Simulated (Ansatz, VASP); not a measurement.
One calculation of BaS, two programs

POSCAR

```
BaS
1.0
    4.4421900019      0.0000000000      0.0000000000
   -2.2210950010      3.8470493901      0.0000000000
    0.0000000000      0.0000000000      8.0698814781
Ba S
2 2
Direct
    0.0000000000      0.0000000000      0.0000000000
    0.0000000000      0.0000000000      0.5000000000
    0.3333333333      0.6666666667      0.2500000000
    0.6666666667      0.3333333333      0.7500000000
```

File INCAR.step1:

```
SYSTEM = BaS
ALGO = Normal
EDIFF = 1E-4
ENCUT = 520
GGA = PE
ISMEAR = 0
LASPH = .TRUE.
LCHARG = .FALSE.
LREAL = .FALSE.
LWAVE = .TRUE.
NBANDS = 24
NELM = 100
PREC = Accurate
SIGMA = 0.01
```

The input INCAR.step2:

```
SYSTEM = BaS
ALGO = Normal
EDIFF = 1E-6
ENCUT = 520
ISIF = 2
ISMEAR = 0
ISTART = 1
LASPH = .TRUE.
LCHARG = .TRUE.
LELF = .TRUE.
LMIXTAU = .TRUE.
LREAL = .FALSE.
LVHAR = .TRUE.
LWAVE = .FALSE.
METAGGA = R2SCAN
NBANDS = 24
NELM = 100
PREC = Accurate
SIGMA = 0.01
```

Contents of KPOINTS:

```
k-points
0
G
  6 6 4
  0 0 0
```

Input for Ansatz:

```yaml
crystal:
  lattice:
    - [4.4421900019, 0.0, 0.0]
    - [-2.221095001, 3.8470493901, 0.0]
    - [0.0, 0.0, 8.0698814781]
  atoms:
    - { symbol: Ba, position: [0.0, 0.0, 0.0] }
    - { symbol: Ba, position: [0.0, 0.0, 0.5] }
    - { symbol: S, position: [0.3333333333, 0.6666666667, 0.25] }
    - { symbol: S, position: [0.6666666667, 0.3333333333, 0.75] }
kpoints:
  mp_grid: { grid: [6, 6, 4] }
  band_path:
    path:
      - [0.0, 0.0, 0.0]
      - [0.5, 0.0, 0.0]
      - [0.3333333333, 0.3333333333, 0.0]
      - [0.0, 0.0, 0.5]
      - [0.5, 0.0, 0.5]
      - [0.3333333333, 0.3333333333, 0.5]
    npoints: 1
hamiltonian:
  xc: r2scan
scf:
  occupations: { method: fixed }
  n_extra_bands: 5
output:
  forces: true
  stress: true
  eigenvalues: true
```

Change from the starting cell: uniaxial_z strain +3.6%.

Alike in both runs: task single point; functional r2SCAN; k mesh 6 × 6 × 4; no spin polarisation.

```csv
,VASP,Ansatz
version,VASP 6.6.1,Ansatz 0.2.0
potentials or method,"VASP PAW PBE potentials, release 64 (Ba_sv, S)","plane waves, PAW"
plane-wave cutoff (eV),520,500
occupations,"gaussian, width 0.01 eV",fixed
valence electrons in the cell,32,32
```

```csv
,VASP,Ansatz,Ansatz less VASP
gap on the k mesh at the Fermi level (eV),2.62,2.71,+0.086
pressure (GPa),-1.0,-1.5,-0.53
largest component of the traceless stress (GPa),1.59,1.66,+0.072
```

Caveats: the PAW data sets were made with another functional, which shifts forces and pressure a little (VASP); spin-orbit coupling is left out, which moves the levels of the heavy elements. A k mesh can miss the band edges.
